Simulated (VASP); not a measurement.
**LiF in VASP: one cell, several levels of theory**

Aim: gap, levels, forces and stress of LiF built on the CsCl prototype, under +4.9 % biaxial strain in x and y, z held at fixed geometry. Runs: PBE, r2SCAN. The results are then set beside those of Ansatz 0.2.0 for the same cell. This is a trial cell built on a prototype, not taken from a measured structure, and it needn't be the compound's ground state.

The runs shown are made with VASP 6.6.1. PAW datasets, plane waves. Simulation only: spin-unpolarised, and no claim that this is the phase found in nature.

## 1. Starting point

The cell comes from an earlier relaxation with r2SCAN in another program, then strained, with the atoms relaxed again.

The symmetry is P4/mmm (No. 123, tetragonal); a = 2.639 Å, c = 2.516 Å in the conventional setting, 8.76 Å³ an atom. Near Li stand 8 F at 2.25 Å and 2 Li at 2.52 Å; near F stand 8 Li at 2.25 Å and 2 F at 2.52 Å.

Coordinates:

```cif
data_structure
_symmetry_space_group_name_H-M 'P 1'
_symmetry_Int_Tables_number 1
_cell_length_a 2.6393
_cell_length_b 2.6393
_cell_length_c 2.5163
_cell_angle_alpha 90.000
_cell_angle_beta 90.000
_cell_angle_gamma 90.000
_cell_volume 17.53
loop_
_atom_site_label
_atom_site_type_symbol
_atom_site_fract_x
_atom_site_fract_y
_atom_site_fract_z
_atom_site_occupancy
Li1 Li 0.00000 0.00000 0.00000 1
F1 F 0.50000 0.50000 0.50000 1
```

## 2. PBE

The input, INCAR:

```
ENCUT = 520.000000
SIGMA = 0.020000
EDIFF = 1.00e-07
GGA = PE
PREC = Accurate
IBRION = -1
ISIF = 2
ISMEAR = -1
NBANDS = 12
NELM = 120
NSW = 0
LASPH = .TRUE.
LCHARG = .FALSE.
LWAVE = .FALSE.
LREAL = .FALSE.
```

The input, KPOINTS:

```
KPOINTS created by Atomic Simulation Environment
0
Gamma
10 10 10
0 0 0
```

The input, KPOINTS_OPT:

```
special points
4
Reciprocal
0.0000000000 0.0000000000 0.0000000000 1
0.0000000000 0.5000000000 0.0000000000 1
0.5000000000 0.5000000000 0.0000000000 1
0.5000000000 0.5000000000 0.5000000000 1
```

The input, POSCAR:

```
Li F
 1.0000000000000000
     2.6393034816999998    0.0000000000000000    0.0000000000000000
     0.0000000000000000    2.6393034816999998    0.0000000000000000
     0.0000000000000000    0.0000000000000000    2.5162584438000000
 Li  F
   1   1
Cartesian
  0.0000000000000000  0.0000000000000000  0.0000000000000000
  1.3196517408499999  1.3196517408499999  1.2581292219000000
```

The run uses the recommended PBE PAW datasets (10 valence electrons a neutral cell).

Started as:

```console
$ mpirun -np 1 vasp_std
```

## 3. r2SCAN at this geometry

The input, INCAR:

```
ENCUT = 520.000000
SIGMA = 0.010000
EDIFF = 1.00e-07
ALGO = Normal
METAGGA = R2SCAN
PREC = Accurate
IBRION = -1
ISIF = 2
ISMEAR = 0
NBANDS = 12
NELM = 120
NSW = 0
LASPH = .TRUE.
LCHARG = .TRUE.
LELF = .TRUE.
LWAVE = .FALSE.
LREAL = .FALSE.
```

KPOINTS is that of step 2.

KPOINTS_OPT is that of step 2.

POSCAR is that of step 2.

**Question.** What will these runs give? Wanted: for each run, gap; pressure; Ansatz: gap; Ansatz: pressure.

**Answer**, as computed:

```
 level  gap (eV)  pressure (GPa)  Ansatz: gap (eV)  Ansatz: pressure (GPa)
   PBE      6.91           -3.01              6.91                   -2.54
r2SCAN      7.98           -6.99              7.85                   -5.81
```

The gap runs from 6.91 eV (PBE) to 7.98 eV (r2SCAN). The pressure is highest with PBE (-3.0 GPa) and lowest with r2SCAN (-7.0 GPa), which orders the cells that they would relax to. The two programs agree on the gap within 0.14 eV, far less than the spread between functionals. The two codes have different PAW datasets and cutoffs.
